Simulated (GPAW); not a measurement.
# Pt: relaxation of cell and atoms with PBEsol

Crystal: Pt.

```
Pt
1.0
     2.76067    0.00000    0.00000
    -1.38033    2.39081    0.00000
     0.00000    0.00000    4.79213
Pt
2
Cartesian
  0.0000 1.5939 1.1980
  1.3803 0.7969 3.5941
```

This isn't the form of Pt at room conditions, which is fcc.

```
Program             : GPAW 26.7.0
Task                : relaxation of cell and atoms
Functional          : PBEsol
Potentials or basis : PAW data sets generated in the run's folder for this functional
Cutoff              : 600 eV
Basis               : pw
k mesh              : 8 × 8 × 4
Occupations         : fermi-dirac, width 0.05 eV
Spin                : no spin polarisation
Target pressure     : 5 GPa
Maxiter             : 150
Optimizer           : BFGS
Fmax                : 0.02 eV/Å
Max steps           : 60
Target pressure     : 5 GPa
Convergence         : density=1e-05 forces=0.0001
```

* Relaxed volume: 14.87 Å³/atom
* Relaxed cell: a = 2.727 Å, b = 2.727 Å, c = 4.617 Å, α = 90.00°, β = 90.00°, γ = 120.00°
* Space group after relaxing (to 0.05 Å): P6_3/mmc (No. 194)
* Energy change on relaxing (the enthalpy is what falls): -23.0 meV/atom
* Ionic steps: 6
* Pressure after relaxing: 4.9 GPa
* Band gap on the k mesh: none (metal or under the smearing width)

Step by step:
| step | energy change (eV) | largest force (eV/Å) | pressure (GPa) | volume (Å³) |
| --- | --- | --- | --- | --- |
| 1 | 0.0000 | 0.0000 | -10.55 | 31.63 |
| 2 | -0.0447 | 0.0000 | -2.69 | 30.61 |
| 3 | -0.0388 | 0.0000 | 6.12 | 29.66 |
| 4 | -0.0423 | 0.0000 | 5.41 | 29.72 |
| 5 | -0.0469 | 0.0000 | 4.57 | 29.78 |
| 6 | -0.0460 | 0.0000 | 4.87 | 29.74 |

Final structure:
```cif
data_structure
_symmetry_space_group_name_H-M 'P 1'
_symmetry_Int_Tables_number 1
_cell_length_a 2.7274
_cell_length_b 2.7274
_cell_length_c 4.6173
_cell_angle_alpha 90.000
_cell_angle_beta 90.000
_cell_angle_gamma 120.000
_cell_volume 29.74
loop_
_atom_site_label
_atom_site_type_symbol
_atom_site_fract_x
_atom_site_fract_y
_atom_site_fract_z
_atom_site_occupancy
Pt1 Pt 0.33333 0.66667 0.25000 1
Pt2 Pt 0.66667 0.33333 0.75000 1
```

Levels at points of the mesh, in eV from the Fermi level:
```
           k point  band 13  band 14  band 15  band 16  band 17  band 18  band 19  band 20
(0.00, 0.00, 0.00)    -3.24    -2.14    -2.14    -0.80    -0.24    -0.24     5.50    15.26
(0.00, 0.00, 0.50)    -3.72    -3.72    -0.88    -0.88    -0.88    -0.88    12.96    12.96
(0.50, 0.50, 0.00)    -2.95     0.12     0.25     0.51     2.37     3.92     7.74     9.36
(0.50, 0.50, 0.50)    -0.98    -0.98     0.40     0.40     1.71     1.71     6.91     6.91
```

It took 40 s on 1 thread of AMD EPYC 9R45 96-Core Processor (Zen 5) (shared host), peak memory 0.25 GiB.

Caveat: later steps reuse the first step's grids. Spin-orbit coupling is left out, which matters for the levels of Pt.
